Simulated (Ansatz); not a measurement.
A computed series for ZnGeP2: pressure series

Start from ZnGeP2 in the chalcopyrite structure (space group I-42d, No. 122; a = 5.424 Å, c = 10.709 Å).

Cell and atoms are relaxed at each pressure.

Calculations: DFT with PBEsol, PAW potentials and a 420 eV plane-wave cutoff in Ansatz (an electronic-structure program), no SOC.

```
case               width of the top valence band  smallest direct gap  band gap
-----------------  -----------------------------  -------------------  --------
base                                     1.50 eV              1.24 eV   1.07 eV
pressure −1 GPa                          1.47 eV              1.27 eV   1.09 eV
pressure 0.9 GPa                         1.52 eV              1.22 eV   1.05 eV
pressure 2.1 GPa                         1.56 eV              1.19 eV   1.03 eV
pressure 4.5 GPa                         1.62 eV              1.13 eV   0.99 eV
pressure 9 GPa                           1.73 eV              1.03 eV   0.92 eV
pressure 15 GPa                          1.85 eV              0.91 eV   0.83 eV
pressure 22.5 GPa                        1.99 eV              0.78 eV   0.72 eV
pressure 30 GPa                          2.12 eV              0.66 eV   0.63 eV
```

Load acts through the strain it causes; cell and atoms are relaxed under it. Stability against distortions was not tested. Competing high-pressure phases were not computed.
